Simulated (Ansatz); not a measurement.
Here is an Ansatz 0.2.0 calculation.

File input.yaml:

```yaml
crystal:
  lattice:
    - [0.0, 2.9785, 2.9785]
    - [2.9785, 0.0, 2.9785]
    - [2.9785, 2.9785, 0.0]
  atoms:
    - { symbol: Eu, position: [0.0, 0.0, 0.0], spin: 7.0 }
    - { symbol: S, position: [0.5, 0.5, 0.5] }
hamiltonian:
  xc: rpbe
  pseudopotentials: { kind: paw }
magnetization:
  spin_polarized: true
kpoints:
  mp_grid: { grid: [8, 8, 8] }
  band_path:
    path:
      - [[0.0, 0.0, 0.0], [0.5, 0.0, 0.5], [0.5, 0.25, 0.75], [0.375, 0.375, 0.75], [0.0, 0.0, 0.0], [0.5, 0.5, 0.5], [0.625, 0.25, 0.625], [0.5, 0.25, 0.75], [0.5, 0.5, 0.5], [0.375, 0.375, 0.75]]
      - [[0.625, 0.25, 0.625], [0.5, 0.0, 0.5]]
    npoints: 14
scf:
  occupations: { method: fermi_dirac, width: 0.05 }
  n_extra_bands: 6
output:
  forces: true
  stress: true
  eigenvalues: true
  fatbands: false
```

Potentials or basis: Ansatz PAW.

Launch:

```console
$ ansatz run input.yaml --threads 2 --pin off --max-ram 5120MiB --backend cpu --events-out ev --progress --plain --runs-dir out
```

Problem. What does it give for the band gap on the k mesh?

Solution. None (metal or under the smearing width).

Problem. Estimate the site moments.

Solution. Eu +6.77; S -0.07 μB.

Problem. Predict the absolute moment.

Solution. 7.14 μB per cell.

Levels at the corners of the path, in eV from the Fermi level:
Spin up:
```tsv
point	band 13	band 14	band 15	band 16	band 17	band 18
Γ	0.02	0.02	0.02	0.89	1.12	1.12
X	-0.35	-0.31	-0.13	-0.13	3.09	3.32
W	-0.33	-0.32	-0.28	1.93	1.93	3.62
K	-0.35	-0.31	-0.25	0.81	3.66	4.07
Γ	0.02	0.02	0.02	0.89	1.12	1.12
L	-0.34	-0.31	-0.29	2.95	3.25	3.68
U	-0.35	-0.31	-0.25	0.81	3.66	4.07
W	-0.33	-0.32	-0.28	1.93	1.93	3.62
L	-0.34	-0.31	-0.29	2.95	3.25	3.68
K	-0.35	-0.31	-0.25	0.81	3.66	4.07
U	-0.35	-0.31	-0.25	0.81	3.66	4.07
X	-0.35	-0.31	-0.13	-0.13	3.09	3.32
```
Spin down:
```csv
point,band 5,band 6,band 7,band 8,band 9,band 10,band 11,band 12
Γ,-13.50,-2.67,-2.67,-2.67,1.61,1.93,1.93,1.93
X,-13.18,-3.77,-3.01,-3.01,-0.03,3.97,4.05,4.20
W,-12.94,-3.98,-3.57,-3.57,2.31,2.31,4.17,4.25
K,-12.95,-3.96,-3.69,-3.41,1.24,3.77,4.12,4.18
Γ,-13.50,-2.67,-2.67,-2.67,1.61,1.93,1.93,1.93
L,-12.55,-5.12,-3.78,-3.78,2.94,4.04,4.04,4.14
U,-12.95,-3.96,-3.69,-3.41,1.24,3.77,4.12,4.18
W,-12.94,-3.98,-3.57,-3.57,2.31,2.31,4.17,4.25
L,-12.55,-5.12,-3.78,-3.78,2.94,4.04,4.04,4.14
K,-12.95,-3.96,-3.69,-3.41,1.24,3.77,4.12,4.18
U,-12.95,-3.96,-3.69,-3.41,1.24,3.77,4.12,4.18
X,-13.18,-3.77,-3.01,-3.01,-0.03,3.97,4.05,4.20
```

Caveat: spin-orbit coupling is left out, which moves the levels of the heavy elements; a cell with one magnetic atom can't hold antiferromagnetic order, which such compounds often take; without U or exact exchange the open f shell lies at the Fermi level, which spoils levels, moments and volumes; the PAW data sets come from PBE, with cores solved anew for the run's functional, which leaves a small shift of forces and pressure. The state reached can hang on the start; a lower one may exist.

**The experiment to reproduce.**

“Crystal-field mediated electronic transitions of EuS up to 35 GPa”, 2022, pmc:8786971 reports, for a powder of EuS at 300 K: band gap 1.72 eV (optical).

Against the measured gap of EuS, 1.72 eV (optical; 300 K; powder; “Crystal-field mediated electronic transitions of EuS up to 35 GPa”, 2022, pmc:8786971), the calculated 0.00 eV is off by -1.72 eV. So large a miss can be the level of theory's own, or it may mean another phase, state or a wrong row. Spin-orbit coupling on Eu is left out. The value is that of RPBE on a finite k mesh, which can miss the band edges, without temperature or zero-point motion. Semilocal functionals fall short of measured gaps as a rule. The run's magnetic order (collinear spin, ferromagnetic start) needn't be the measured crystal's.
